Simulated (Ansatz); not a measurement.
A relaxation computed with Ansatz, from input to last step.

```yaml
crystal:
  lattice:
    - [1.9516110047, 3.3802894166, 0.0]
    - [0.0, 0.0, 6.4474088104]
    - [5.8548330139, -3.3802894167, 0.0]
  atoms:
    - { symbol: Si, position: [0.5, 0.0629179543, 0.1666666667] }
    - { symbol: Ge, position: [1.0, 0.0629179543, 0.6666666667] }
    - { symbol: Si, position: [0.5, 0.5629179543, 0.8333333333] }
    - { symbol: Si, position: [1.0, 0.5629179543, 0.3333333333] }
    - { symbol: Si, position: [0.5, 0.4370820457, 0.1666666667] }
    - { symbol: Ge, position: [1.0, 0.4370820457, 0.6666666667] }
    - { symbol: Si, position: [0.5, 0.9370820457, 0.8333333333] }
    - { symbol: Si, position: [1.0, 0.9370820457, 0.3333333333] }
basis:
  ecutwfc: 420
kpoints:
  mp_grid: { grid: [10, 6, 6] }
hamiltonian:
  xc: pbe
scf:
  occupations: { method: gaussian, width: 0.1 }
output:
  forces: true
  stress: true
  eigenvalues: true
relax:
  adjacent_minimum: "off"
  f_tol: 0.015
  max_steps: 60
  cell: { stress_tol: 0.15 }
```

```bash
ansatz run input.yaml --threads 1 --pin off --max-ram 2560MiB --backend cpu --events-out ev --progress --plain --runs-dir out
```

Level of theory: Ansatz, DFT PBE, scalar-relativistic, plane waves, PAW.

Of 4 frames 3 are shown, positions in Å and forces in eV/Å; the SCF threshold varies from step to step. Steps run on the plane waves of an earlier cell, with a Pulay correction in the pressure. The basis is chosen afresh for the last frame, the zero of the energies, and at times for earlier ones too; energy and pressure step there, also at an unchanged geometry.

```xyz
8
Lattice="1.9516 3.3803 0.0000 0.0000 0.0000 6.4474 5.8548 -3.3803 0.0000" Properties=species:S:1:pos:R:3:forces:R:3 pbc="T T T" step=1 free_energy_over_end_meV_per_atom=7.72 pressure_GPa=-0.38
Si    1.9516    1.1268    0.4057   -0.0120    0.0069   -0.0317
Ge    5.8548    1.1268    0.4057    0.0128   -0.0074   -0.4681
Si    5.8548   -1.1268    3.6294    0.3763   -0.2173    0.2947
Si    3.9032    2.2535    3.6294   -0.3771    0.2177    0.1443
Si    1.9516    1.1268    2.8180   -0.0120    0.0069    0.0317
Ge    5.8548    1.1268    2.8180    0.0128   -0.0074    0.4681
Si    5.8548   -1.1268    6.0418    0.3763   -0.2173   -0.2947
Si    3.9032    2.2535    6.0418   -0.3771    0.2177   -0.1443
8
Lattice="1.9493 3.3762 0.0000 0.0000 0.0000 6.4402 5.8460 -3.3752 0.0000" Properties=species:S:1:pos:R:3:forces:R:3 pbc="T T T" step=2 free_energy_over_end_meV_per_atom=0.10 pressure_GPa=-0.10
Si    1.9542    1.1226    0.4106   -0.0397    0.0229    0.0349
Ge    5.8417    1.1289    0.3722    0.0346   -0.0200   -0.0726
Si    5.8807   -1.1444    3.6419    0.0239   -0.0138   -0.0063
Si    3.8632    2.2712    3.6350   -0.0187    0.0108    0.0293
Si    1.9542    1.1226    2.8095   -0.0397    0.0229   -0.0349
Ge    5.8417    1.1289    2.8478    0.0346   -0.0200    0.0726
Si    5.8807   -1.1444    6.0184    0.0239   -0.0138    0.0063
Si    3.8632    2.2712    6.0252   -0.0187    0.0108   -0.0293
8
Lattice="1.9485 3.3749 0.0000 0.0000 0.0000 6.4337 5.8474 -3.3760 0.0000" Properties=species:S:1:pos:R:3:forces:R:3 pbc="T T T" step=4 free_energy_over_end_meV_per_atom=0.00 pressure_GPa=0.00
Si    1.9511    1.1235    0.4120    0.0030   -0.0017    0.0074
Ge    5.8440    1.1259    0.3666    0.0013   -0.0007   -0.0016
Si    5.8843   -1.1474    3.6387   -0.0019    0.0011   -0.0013
Si    3.8608    2.2709    3.6317   -0.0023    0.0014    0.0043
Si    1.9511    1.1235    2.8049    0.0030   -0.0017   -0.0074
Ge    5.8440    1.1259    2.8502    0.0013   -0.0007    0.0016
Si    5.8843   -1.1474    6.0119   -0.0019    0.0011    0.0013
Si    3.8608    2.2709    6.0189   -0.0023    0.0014   -0.0043
```

It took 120 s on 1 thread of Intel(R) Xeon(R) 6975P-C (Granite Rapids), with other jobs on the host, peak memory 0.72 GiB.